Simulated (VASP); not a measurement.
A run of VASP 6.6.1 is set up as follows.

The input INCAR:

```
SYSTEM = MgO
PREC = Accurate ; ENCUT = 600
EDIFF = 1E-7 ; ISMEAR = 0
SIGMA = 0.03 ; LREAL = .FALSE.
LASPH = .TRUE. ; NELM = 80
ALGO = Normal ; ISIF = 3
LWAVE = .FALSE. ; LCHARG = .FALSE.
GGA = PS ; IBRION = 2
NSW = 90 ; EDIFFG = -0.005
KPAR = 4
```

Contents of KPOINTS:

```
Automatic mesh
0
G
  12 12 12
  0 0 0
```

File POSCAR:

```
MgO                                     
1.0
   -0.0000000000      2.1039232589      2.1039232589
    2.1039232589     -0.0000000000      2.1039232589
    2.1039232589      2.1039232589     -0.0000000000
  Mg              O             
     1     1
Direct
     0.0000000000000000    0.0000000000000000    0.0000000000000000
     0.5000000000000000    0.5000000000000000    0.5000000000000000
```

Potentials or basis: VASP PAW PBE potentials, release 64 (Mg, O).

Run with:

```sh
$ cat potpaw_PBE.64/Mg/POTCAR potpaw_PBE.64/O/POTCAR > POTCAR
$ mpirun -np 4 vasp_std > vasp.out
```

**Question.** Estimate the band gap on the k mesh.

**Answer.** 4.66 eV, direct.

Final structure:
```
Mg O
1.0
     0.00000    2.10392    2.10392
     2.10392    0.00000    2.10392
     2.10392    2.10392    0.00000
Mg O
1 1
Cartesian
  0.0000 0.0000 0.0000
  2.1039 2.1039 2.1039
```

Caveat: the relaxation stopped at its first step, so nothing moved. PBEsol gaps usually lie below the measured ones, often by a third to a half.
